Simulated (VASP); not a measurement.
# GaN: band structure with r2SCAN

**What was measured.**

“Studying electronic properties in GaN without electrical contacts using γ-γ vs e−-γ Perturbed Angular Correlations”, 2019, pmc:6823545 quotes, for a bulk crystal of GaN: band gap 3.503 ± 0.005 eV (direct).

The system is GaN.

```
Ga N
1.0
     3.18023    0.00000    0.00000
    -1.59012    2.75416    0.00000
     0.00000    0.00000    5.18322
Ga N
2 2
Direct
  0.33333 0.66667 0.99924
  0.66667 0.33333 0.49924
  0.33333 0.66667 0.37576
  0.66667 0.33333 0.87576
```

```json
{
 "Program": "VASP 6.6.1",
 "Task": "band structure",
 "Functional": "r2SCAN",
 "Potentials or basis": "VASP PAW PBE potentials, release 64 (Ga_d, N)",
 "Cutoff": "520 eV",
 "k mesh": "12 × 12 × 5",
 "Occupations": "gaussian, width 0.03 eV",
 "Spin": "no spin polarisation",
 "Further INCAR settings": "ALGO = Normal; EDIFF = 1e-06; NBANDS = 26"
}
```

| Item | Value |
| --- | --- |
| Pressure | 1.5 GPa |
| Band gap on the k mesh | 2.35 eV, direct |
| Band gap along the path | 2.35 eV, direct |

Stress tensor (GPa, compression positive):
```
1.59 0.00 0.00
0.00 1.59 0.00
0.00 0.00 1.28
```

Levels at the corners of the path, in eV from the valence-band top:
```
point  band 16  band 17  band 18  band 19  band 20  band 21
    Γ    -0.04     0.00     0.00     2.35     4.83     9.96
    M    -2.84    -2.25    -1.03     5.59     6.13     6.54
    M    -2.84    -2.25    -1.03     5.59     6.13     6.54
    K    -3.06    -3.06    -2.81     5.59     8.54     8.54
    K    -3.06    -3.06    -2.81     5.59     8.54     8.54
    Γ    -0.04     0.00     0.00     2.35     4.83     9.96
    Γ    -0.04     0.00     0.00     2.35     4.83     9.96
    A    -0.55    -0.55    -0.55     4.78     4.78     9.19
    A    -0.55    -0.55    -0.55     4.78     4.78     9.19
    L    -2.01    -1.96    -1.96     4.89     4.89     8.43
    L    -2.01    -1.96    -1.96     4.89     4.89     8.43
    H    -4.31    -1.54    -1.54     7.02     7.02     7.88
    H    -4.31    -1.54    -1.54     7.02     7.02     7.88
    A    -0.55    -0.55    -0.55     4.78     4.78     9.19
    L    -2.01    -1.96    -1.96     4.89     4.89     8.43
    M    -2.84    -2.25    -1.03     5.59     6.13     6.54
    K    -3.06    -3.06    -2.81     5.59     8.54     8.54
    H    -4.31    -1.54    -1.54     7.02     7.02     7.88
```

It took 2.8 min on 1 thread of Intel(R) Xeon(R) 6975P-C (Granite Rapids), with other jobs on the host, peak memory 0.24 GiB.

A measured gap of GaN is 3.503 eV (direct; quoted in “Studying electronic properties in GaN without electrical contacts using γ-γ vs e−-γ Perturbed Angular Correlations”, 2019, pmc:6823545); the calculated 2.35 eV misses it by -1.15 eV. Spin-orbit coupling on Ga is left out. The value is that of r2SCAN, without temperature or zero-point motion.

Caveat: the PAW data sets were made with another functional, which shifts forces and pressure a little.
